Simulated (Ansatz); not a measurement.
HgTe (Coloradoite):

```
Hg Te
1.0
     0.00000    3.21450    3.21450
     3.21450    0.00000    3.21450
     3.21450    3.21450    0.00000
Hg Te
1 1
Direct
  0.00000 0.00000 0.00000
  0.75000 0.75000 0.75000
```

- Program: Ansatz 0.2.0
- Task: relaxation of cell and atoms
- Functional: RPBE
- Dispersion: D4
- Potentials or basis: all-electron LAPW, scalar-relativistic
- Basis error allowed: 0.001 eV/atom
- k mesh: 7 × 7 × 7
- Occupations: fermi-dirac, width 0.05 eV
- Spin: no spin polarisation

At the start: volume 33.22 Å³/atom.

Problem. How do energy, volume and symmetry change on relaxing?

Solution. Over 5 steps the energy falls by 12.3 meV/atom and the volume is 35.01 Å³/atom (+5.4 %); space group F-43m (No. 216, to 0.05 Å).

The path:
```tsv
step	energy change (eV)	largest force (eV/Å)	volume (Å³)
1	0.0000	0.0000	66.43
2	-0.0185	0.0000	71.98
3	-0.0245	0.0000	70.24
4	-0.0245	0.0000	70.02
5	-0.0245	0.0000	70.02
```

Final structure:
```
Hg Te
1.0
     0.00000    3.27135    3.27135
     3.27135    0.00000    3.27135
     3.27135    3.27135    0.00000
Hg Te
1 1
Direct
  0.00000 0.00000 0.00000
  0.75000 0.75000 0.75000
```
